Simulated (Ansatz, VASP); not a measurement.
P: VASP beside Ansatz

```
P
1.0
     6.46329    0.00000    0.00000
    -3.23165    5.59738    0.00000
     0.00000    0.00000    5.04829
P
6
Direct
  0.80493 0.40246 0.16667
  0.59754 0.40246 0.83333
  0.59754 0.19507 0.50000
  0.19507 0.59754 0.16667
  0.40246 0.59754 0.83333
  0.40246 0.80493 0.50000
```

Alike in both runs: functional PBE; k mesh 6 × 6 × 8; occupations gaussian, width 0.1 eV; no spin polarisation.

Ansatz relaxed the structure, and its values are those at the end. VASP's run is a single point on that final structure, the one shown.

```csv
,VASP,Ansatz
version,VASP 6.6.1,Ansatz 0.2.0
potentials or method,"VASP PAW PBE potentials, release 64 (P)","scalar-relativistic, plane waves, PAW"
plane-wave cutoff (eV),520,420
valence electrons in the cell,30,30
```

|  | VASP | Ansatz | Ansatz less VASP |
| --- | --- | --- | --- |
| gap on the k mesh at the Fermi level (eV) | none | none | - |
| pressure (GPa) | -0.2 | 0.0 | +0.22 |
| rms of the force components (eV/Å) | 0.009 | 0.001 | -0.0087 |

A gap of «none» marks a metal or a gap that the smearing closes. Ansatz warned: «xc_potential_rough_in_thin_density».
